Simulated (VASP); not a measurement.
# LiCl (Fm-3m) in VASP: settings compared

Aim: see how the results for LiCl move with the level of theory and the settings. Levels: PBE, HSE06, PBE0, PBE-EpsX. Tasks: band structure.

Program: VASP 6.6.1. These are calculated values, not measurements. Logs are shortened: lines on timing, memory, paths and dates and some standing lists are left out, and cuts for length are marked.

## Step 1: The structure

The structure is cubic, space group Fm-3m (No. 225). Conventional cell: a = 5.061 Å, b = 5.061 Å, c = 5.061 Å, α = 90.00°, β = 90.00°, γ = 90.00°. Li (site symmetry m-3m) has 6 Cl at 2.53 Å as nearest neighbours. Around Cl (site symmetry m-3m) lie 6 Li at 2.53 Å.

## Step 2: Band structure, PBE

Contents of INCAR:

```
SYSTEM = LiCl
ALGO = Normal ; EDIFF = 1E-6
ENCUT = 520 ; GGA = PE
ISIF = 2 ; ISMEAR = 0
KPAR = 4 ; LASPH = .TRUE.
LCHARG = .FALSE. ; LREAL = .FALSE.
LWAVE = .FALSE. ; NELM = 80
PREC = Accurate ; SIGMA = 0.03
```

Contents of KPOINTS:

```
k-points
0
G
  6 6 6
  0 0 0
```

Contents of POSCAR:

```
LiCl                                    
1.0
    0.0000000000      2.5305222624      2.5305222624
    2.5305222624      0.0000000000      2.5305222624
    2.5305222624      2.5305222624      0.0000000000
  Li              Cl            
     1     1
Direct
     0.0000000000000000    0.0000000000000000    0.0000000000000000
     0.5000000000000000    0.5000000000000000    0.5000000000000000
```

Contents of KPOINTS_OPT:

```
explicit points
6
Reciprocal
 0.0000000000  0.0000000000  0.0000000000 1
 0.3750000000  0.3750000000  0.7500000000 1
 0.5000000000  0.5000000000  0.5000000000 1
 0.6250000000  0.2500000000  0.6250000000 1
 0.5000000000  0.2500000000  0.7500000000 1
 0.5000000000  0.0000000000  0.5000000000 1
```

Potentials or basis: VASP PAW PBE potentials, release 64 (Li_sv, Cl).

On the command line:

```console
$ cat potpaw_PBE.64/Li_sv/POTCAR potpaw_PBE.64/Cl/POTCAR > POTCAR
$ mpirun -np 4 vasp_std > vasp.out
```

OUTCAR:

```text
SYSTEM = LiCl
   EDIFF = 1E-6
   ENCUT = 520
   GGA = PE
   ISIF = 2
   ISMEAR = 0
   LASPH = .TRUE.
   LREAL = .FALSE.
   NELM = 80
   PREC = Accurate

 ion  position               nearest neighbor table
   1  0.000  0.000  0.000-   2 2.53   2 2.53   2 2.53   2 2.53   2 2.53   2 2.53
   2  0.500  0.500  0.500-   1 2.53   1 2.53   1 2.53   1 2.53   1 2.53   1 2.53

  LATTYP: Found a face centered cubic cell.
 ALAT       =     5.0610445248

  Lattice vectors:

 A1 = (   0.0000000000,   2.5305222624,   2.5305222624)
 A2 = (   2.5305222624,   0.0000000000,   2.5305222624)
 A3 = (   2.5305222624,   2.5305222624,   0.0000000000)

Analysis of symmetry for initial positions (statically):
=====================================================================
 Subroutine PRICEL returns:
 Original cell was already a primitive cell.

 Routine SETGRP: Setting up the symmetry group for a
 face centered cubic supercell.

 Subroutine GETGRP returns: Found 48 space group operations
 (whereof 48 operations were pure point group operations)
 out of a pool of 48 trial point group operations.

The static configuration has the point symmetry O_h .

Analysis of symmetry for dynamics (positions and initial velocities):
=====================================================================
 Subroutine PRICEL returns:
 Original cell was already a primitive cell.

 Routine SETGRP: Setting up the symmetry group for a
 face centered cubic supercell.

 Subroutine GETGRP returns: Found 48 space group operations
 (whereof 48 operations were pure point group operations)
 out of a pool of 48 trial point group operations.

The dynamic configuration has the point symmetry O_h .

 Subroutine INISYM returns: Found 48 space group operations
 (whereof 48 operations are pure point group operations),
 and found     1 'primitive' translations

----------------------------------------------------------------------------------------

                                     Primitive cell

  volume of cell :      32.4086

  direct lattice vectors                    reciprocal lattice vectors
     0.000000000  2.530522262  2.530522262    -0.197587671  0.197587671  0.197587671
     2.530522262  0.000000000  2.530522262     0.197587671 -0.197587671  0.197587671
     2.530522262  2.530522262  0.000000000     0.197587671  0.197587671 -0.197587671

  length of vectors
     3.578698903  3.578698903  3.578698903     0.342231885  0.342231885  0.342231885

  position of ions in fractional coordinates (direct lattice)
     0.000000000  0.000000000  0.000000000
     0.500000000  0.500000000  0.500000000

  ion indices of the primitive-cell ions
   primitive index   ion index
                 1           1
                 2           2

----------------------------------------------------------------------------------------

 KPOINTS: k-points

Automatic generation of k-mesh.
 Grid dimensions read from file:
 generate k-points for:    6    6    6

 Generating k-lattice:

  Cartesian coordinates                     Fractional coordinates (reciprocal lattice)
    -0.032931278  0.032931278  0.032931278     0.166666667  0.000000000  0.000000000
     0.032931278 -0.032931278  0.032931278     0.000000000  0.166666667  0.000000000
     0.032931278  0.032931278 -0.032931278     0.000000000  0.000000000  0.166666667

  Length of vectors
     0.057038647  0.057038647  0.057038647

  Shift w.r.t. Gamma in fractional coordinates (k-lattice)
     0.000000000  0.000000000  0.000000000

 Subroutine IBZKPT returns following result:
 ===========================================

 Found     16 irreducible k-points:

 Following reciprocal coordinates:
            Coordinates               Weight
  0.000000  0.000000  0.000000      1.000000
  0.166667  0.000000  0.000000      8.000000
  0.333333  0.000000  0.000000      8.000000
  0.500000  0.000000  0.000000      4.000000
  0.166667  0.166667  0.000000      6.000000
  0.333333  0.166667  0.000000     24.000000
[... 8 lines left out ...]
 -0.333333  0.333333  0.166667     24.000000
 -0.333333  0.500000  0.166667     12.000000
   k-points           NKPTS =     16   k-points in BZ     NKDIM =     16   number of bands    NBANDS=      9
   number of dos      NEDOS =    301   number of ions     NIONS =      2
   total plane-waves  NPLWV =  21952
   dimension x,y,z NGX =    28 NGY =   28 NGZ =   28
   dimension x,y,z NGXF=    56 NGYF=   56 NGZF=   56
   ions per type =               1   1
   NGX,Y,Z   is equivalent  to a cutoff of  13.01, 13.01, 13.01 a.u.
   NGXF,Y,Z  is equivalent  to a cutoff of  26.01, 26.01, 26.01 a.u.
 SYSTEM =  LiCl
   PREC   = accura    normal or accurate (medium, high low for compatibility)
   ISTART =      0    job   : 0-new  1-cont  2-samecut
   ICHARG =      2    charge: 1-file 2-atom 10-const
   ISPIN  =      1    spin polarized calculation?
   LNONCOLLINEAR =      F non collinear calculations
   LSORBIT =      F    spin-orbit coupling
   LASPH  =      T    aspherical Exc in radial PAW
   ENCUT  =  520.0 eV  38.22 Ry    6.18 a.u.   6.65  6.65  6.65*2*pi/ulx,y,z
   NELM   =     80;   NELMIN=  2; NELMDL= -5     # of ELM steps
   EDIFF  = 0.1E-05   stopping-criterion for ELM
   LREAL  =      F    real-space projection
   EDIFFG = 0.1E-04   stopping-criterion for IOM
   NSW    =      0    number of steps for IOM
   IBRION =     -1    ionic relax: 0-MD 1-quasi-New 2-CG
   NFREE  =      0    steps in history (QN), initial steepest desc. (CG)
   ISIF   =      2    stress and relaxation
   ISYM   =      2    0-nonsym 1-usesym 2-fastsym
   POTIM  = 0.5000    time-step for ionic-motion
   TEBEG  =    0.0;   TEEND  =   0.0 temperature during run
   PSTRESS=    0.0 pullay stress
   NELECT =      10.0000    total number of electrons
   NUPDOWN=      -1.0000    fix difference up-down
   EMIN   =  10.00;   EMAX   =-10.00  energy-range for DOS
   EFERMI =   0.00;   METHOD = LEGACY
   ISMEAR =     0;   SIGMA  =   0.03  broadening in eV -4-tet -1-fermi 0-gaus
   EFERMI_NEDOS =   21; number of points for ismear=-14 and -15
   IALGO  =     38    algorithm
   IMIX   =      4    mixing-type and parameters
     AMIX     =   0.40;   BMIX     =  1.00
     AMIX_MAG =   1.60;   BMIX_MAG =  1.00
  volume/ion in A,a.u.               =      16.20       109.35
  Fermi-wavevector in a.u.,A,eV,Ry     =   1.106254  2.090516 16.650767  1.223797
  Thomas-Fermi vector in A             =   2.242752
   LORBIT       =      0    0 simple, 1 ext, 2 COOP (PROOUT), +10 PAW based schemes
   GGA     = PE    functional components
   LHFCALC =     F    Hartree Fock is set to
   AEXX    =    0.0000 exact exchange contribution
   IVDW    =     0    specifies the selected vdW correction
   LEPSILON=     F    determine dielectric tensor
   LRPA    =     F    only Hartree local field effects (RPA)
 non-spin polarized calculation
 Gauss-broadening in eV      SIGMA  =   0.03
  energy-cutoff  :      520.00
  volume of cell :       32.41
 maximum number of plane-waves:       893
 NGX is ok and might be reduce to    28
   NGX = 13   NGY = 13   NGZ = 13

 number of electron      10.0000000 magnetization

 number of electron       9.9999996 magnetization

 Free energy of the ion-electron system (eV)
  ---------------------------------------------------
  ext. energy  EPLUGINS =         0.00000000
  ---------------------------------------------------
  free energy    TOTEN  =        -7.37650891 eV

  energy without entropy =       -7.37650891  energy(sigma->0) =       -7.37650891

 E-fermi :   1.0767     XC(G=0):  -8.9060

 val. band max:        0.8901485006   @ k =   0.0000   0.0000   0.0000
 cond. band min:       7.4692450917   @ k =   0.0000   0.0000   0.0000
 fundamental gap:      6.5790965911
 Fermi energy:         1.0766709049

 k-point     1 :       0.0000    0.0000    0.0000
  band No.  band energies     occupation
      1     -42.5661      2.00000
      2     -12.6527      2.00000
      3       0.8901      2.00000
      4       0.8901      2.00000
      5       0.8901      2.00000
      6       7.4692      0.00000
      7      12.8599      0.00000
      8      12.8599      0.00000
      9      12.8599      0.00000

 k-point     2 :       0.1667    0.0000    0.0000
  band No.  band energies     occupation
      1     -42.5652      2.00000
      2     -12.5107      2.00000
      3      -0.0167      2.00000
      4       0.8157      2.00000
      5       0.8157      2.00000
      6       8.1414      0.00000
      7      11.8836      0.00000
      8      12.4605      0.00000
      9      12.4605      0.00000

 k-point     3 :       0.3333    0.0000    0.0000
  band No.  band energies     occupation
      1     -42.5635      2.00000
      2     -12.1999      2.00000
      3      -1.4584      2.00000
      4       0.6791      2.00000
      5       0.6791      2.00000
      6       8.0376      0.00000
      7      10.9650      0.00000
      8      10.9651      0.00000
      9      12.9075      0.00000

 k-point     4 :       0.5000    0.0000    0.0000
  band No.  band energies     occupation
      1     -42.5626      2.00000
      2     -12.0280      2.00000
      3      -2.0883      2.00000
      4       0.6164      2.00000
      5       0.6164      2.00000
      6       7.6903      0.00000
      7      10.4073      0.00000
      8      10.4073      0.00000
      9      14.2926      0.00000

 k-point     5 :       0.1667    0.1667    0.0000
  band No.  band energies     occupation
      1     -42.5649      2.00000
      2     -12.4604      2.00000
      3       0.0656      2.00000
      4       0.5610      2.00000
      5       0.5610      2.00000
      6       8.6904      0.00000
      7      11.3436      0.00000
      8      11.6766      0.00000
      9      13.1241      0.00000

 k-point     6 :       0.3333    0.1667    0.0000
  band No.  band energies     occupation
      1     -42.5635      2.00000
      2     -12.1964      2.00000
      3      -1.0703      2.00000
      4       0.3107      2.00000
      5       0.3417      2.00000
      6       9.2425      0.00000
      7      10.5526      0.00000
      8      11.1801      0.00000
      9      12.4317      0.00000
[... 73 lines left out ...]
 k-point    13 :       0.5000    0.5000    0.0000
  band No.  band energies     occupation
      1     -42.5616      2.00000
      2     -11.7541      2.00000
      3      -2.1907      2.00000
      4      -0.2873      2.00000
      5      -0.2873      2.00000
      6       8.8686      0.00000
      7       9.1197      0.00000
      8      13.6793      0.00000
      9      15.3220      0.00000

 k-point    14 :       0.5000    0.3333    0.1667
  band No.  band energies     occupation
      1     -42.5624      2.00000
      2     -11.9602      2.00000
      3      -1.4776      2.00000
      4      -0.5676      2.00000
      5       0.2213      2.00000
      6      10.0651      0.00000
      7      10.3526      0.00000
      8      10.6241      0.00000
      9      12.9666      0.00000

 k-point    15 :      -0.3333    0.3333    0.1667
  band No.  band energies     occupation
      1     -42.5619      2.00000
      2     -11.8333      2.00000
      3      -1.6261      2.00000
      4      -0.9613      2.00000
      5       0.0516      2.00000
      6       9.8981      0.00000
      7      10.3375      0.00000
      8      11.9699      0.00000
      9      12.2567      0.00000

 k-point    16 :      -0.3333    0.5000    0.1667
  band No.  band energies     occupation
      1     -42.5617      2.00000
      2     -11.7617      2.00000
      3      -1.8065      2.00000
      4      -0.8789      2.00000
      5      -0.2496      2.00000
      6       9.7401      0.00000
      7      10.3288      0.00000
      8      12.3993      0.00000
      9      12.5562      0.00000

------------------------ aborting loop because EDIFF is reached ----------------------------------------

  FORCE on cell =-STRESS in cart. coord.  units (eV):
  Direction    XX          YY          ZZ          XY          YZ          ZX
  --------------------------------------------------------------------------------------
  -------------------------------------------------------------------------------------
  Total        0.3540352      0.3540352      0.3540352      0.0000000      0.0000000      0.0000000
  in kB       17.5023597     17.5023597     17.5023597      0.0000000      0.0000000      0.0000000
  external PRESSURE =      17.5023597 kB  Pullay stress =       0.0000000 kB

 VOLUME and BASIS-vectors are now :
 -----------------------------------------------------------------------------
  energy-cutoff  :      520.00
  volume of cell :       32.41
      direct lattice vectors                 reciprocal lattice vectors
     0.000000000  2.530522262  2.530522262    -0.197587671  0.197587671  0.197587671
     2.530522262  0.000000000  2.530522262     0.197587671 -0.197587671  0.197587671
     2.530522262  2.530522262  0.000000000     0.197587671  0.197587671 -0.197587671

 POSITION                                       TOTAL-FORCE (eV/Angst)
 -----------------------------------------------------------------------------------
      0.00000      0.00000      0.00000         0.000000     -0.000000      0.000000
      2.53052      2.53052      2.53052        -0.000000      0.000000     -0.000000
 -----------------------------------------------------------------------------------
    total drift:                                0.000000      0.000000      0.000000

  FREE ENERGIE OF THE ION-ELECTRON SYSTEM (eV)
  ---------------------------------------------------
  free  energy   TOTEN  =        -7.3765089115 eV

  energy  without entropy=       -7.3765089115  energy(sigma->0) =       -7.37650891
```

Run time: 3.7 s. Hardware: 4 MPI ranks of Intel Xeon Platinum 8259CL at 2.50GHz (Skylake/Cascade Lake), shared host; peak memory 0.14 GiB.

What came out:

| Quantity | Value |
| --- | --- |
| Free energy | -7.3765 eV |
| Band gap on the k mesh | 6.58 eV, direct |
| Band gap along the path | 6.58 eV, direct |

Levels at points of the mesh, in eV from the valence-band top:
| k point | band 3 | band 4 | band 5 | band 6 | band 7 | band 8 |
| --- | --- | --- | --- | --- | --- | --- |
| (0.00, 0.00, 0.00) | 0.00 | 0.00 | 0.00 | 6.58 | 11.97 | 11.97 |
| (0.50, 0.00, 0.00) | -2.98 | -0.27 | -0.27 | 6.80 | 9.52 | 9.52 |
| (0.50, 0.50, 0.00) | -3.08 | -1.18 | -1.18 | 7.98 | 8.23 | 12.79 |

Caveat: the cutoff is under 1.25 times the usual one of these potentials, so pressure, stress and relaxed cells hold a basis-set (Pulay) error. PBE gaps usually lie below the measured ones, often by a third to a half.

(Continued in part 2 of 2.)
